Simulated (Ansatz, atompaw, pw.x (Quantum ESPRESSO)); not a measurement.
**Mo (Z = 42): does the PAW (atompaw) potential hold in the solid?**

atompaw 4.2.0.5 input, output lines left out:

```
Mo 42
GGA-PBE scalarrelativistic loggrid 1500 logderivrange -5 5 251
5 5 4 0 0 0
5 0 1
5 1 0
4 2 5
0 0 0
c
c
c
c
v
c
c
v
v
c
v
2
3.00 2.70 2.25 2.55
y
0.5
n
n
y
2.3
n
custom polynom vanderbiltortho sinc
bessel
3.00
3.00
2.20
3.00
3.00
3.00
```

Atomic tests: cutoffs needed: 21 Ry and 30 Ry (the cutoffs (Ry, on a coarse ladder) from which the occupation-weighted sum of valence levels, in a spherical-Bessel basis at the reference potential, stays within 10 and 1 mRy of its value at 400 Ry); ghost test: no extra level below or beside the all-electron valence levels (s, p, d, f tested) (spherical-Bessel basis up to 400 Ry, 20 bohr box); lowest eigenvalue of the overlap operator: 0.12 (s channel).

Crystal test: fcc Mo in pw.x 7.5, no spin, 14³ k-points, Fermi–Dirac smearing 0.01 Ry, cutoffs 40/400 Ry. The reference is all-electron LAPW (Ansatz 0.2.0) with the same functional, mesh and smearing; V0 and B0 come from Birch–Murnaghan fits to the pressures at five volumes. Errors are pseudo minus all-electron; Δ is the rms difference of the E(V) curves that follow from these fits, minima aligned, over ±6 % about the mean V0. Mesh and smearing are coarse, so the numbers serve the comparison and aren't converged zero-temperature values; the lattice is a test structure that the element need not adopt.

```
V (Å³/atom)  P all-electron (GPa)  P pseudo (GPa)
     15.226                 13.93           24.24
     15.626                  6.76           16.19
     16.027                  0.44            9.10
     16.428                 -5.13            2.83
     16.828                -10.04           -2.66
```

All-electron: a0 = 4.005 Å (V0 = 16.06 Å³/atom), B0 = 235.3 GPa.

Pseudopotential: mean pressure error (GPa): +8.75; a0 (Å): 4.052; a0 error (%): +1.17; B0 error (%): -3.0; Δ (meV/atom): 29.1. The largest radius (3.00 bohr) exceeds half the bond length (2.67 bohr), so the spheres overlap, which is one possible source of error among others. This is a poor potential for the solid.

Question: At the middle volume, how do free energy and pressure move when the wave cutoff is lowered (ecutrho held at 400 Ry)?

Answer:

| cutoff (Ry) | shift of F (meV/atom) | shift of P (GPa) |
| --- | --- | --- |
| 18 | +133.7 | +0.01 |
| 24 | +56.0 | -2.26 |
| 32 | +3.0 | +0.05 |

The run at the middle volume (104 k-points, 9 iterations) took about 20 s on one core of a shared host (Intel(R) Xeon(R) Platinum 8259CL CPU @ 2.50GHz, 96 threads, 755 GiB, load 54).
